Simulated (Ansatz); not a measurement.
Al2O3:

```
Al O
1.0
     3.01748    0.00000    0.00000
    -1.50874    2.61322    0.00000
     0.00000    0.00000    7.57464
Al O
2 3
Cartesian
  0.0000 0.0000 5.4693
  0.0000 0.0000 2.1054
  0.0000 0.0000 3.7873
  1.5087 0.8711 6.0638
  0.0000 1.7421 1.5108
```

Measurements of this composition are mostly on another form, of space group No. 167.

Base run:

- Program: Ansatz 0.2.0
- Functional: PBEsol
- Potentials or basis: Ansatz PAW
- Cutoff: 420 eV
- Density cutoff: 1680 eV
- k mesh: 7 × 7 × 3
- Occupations: fermi-dirac, width 0.05 eV
- Spin: no spin polarisation

Its results: band gap on the k mesh 2.20 eV, direct; pressure -3.7 GPa; largest force 0.185 eV/Å.

Q: After a change of settings the same cell gave: band gap on the k mesh 2.48 eV, direct; pressure 1.3 GPa; largest force 0.165 eV/Å. Which change was it?
A. functional from PBEsol to r2SCAN; cutoff from 420 eV to 500 eV; density cutoff from 1680 eV to 2000 eV
B. functional from PBEsol to BLYP
C. k mesh from 7 × 7 × 3 to 12 × 12 × 4; occupations from fermi-dirac, width 0.05 eV to fixed; potential files from those of the base run to others of the same set
D. functional from PBEsol to LDA

A: B.

BLYP binds less tightly than PBEsol, so the same cell stands under more pressure.

Caveats: the PAW data sets come from PBE, with cores solved anew for the run's functional, which leaves a small shift of forces and pressure; the potentials were made for another functional, which shifts forces and pressure (some runs).

Not every run made on this cell is shown here.
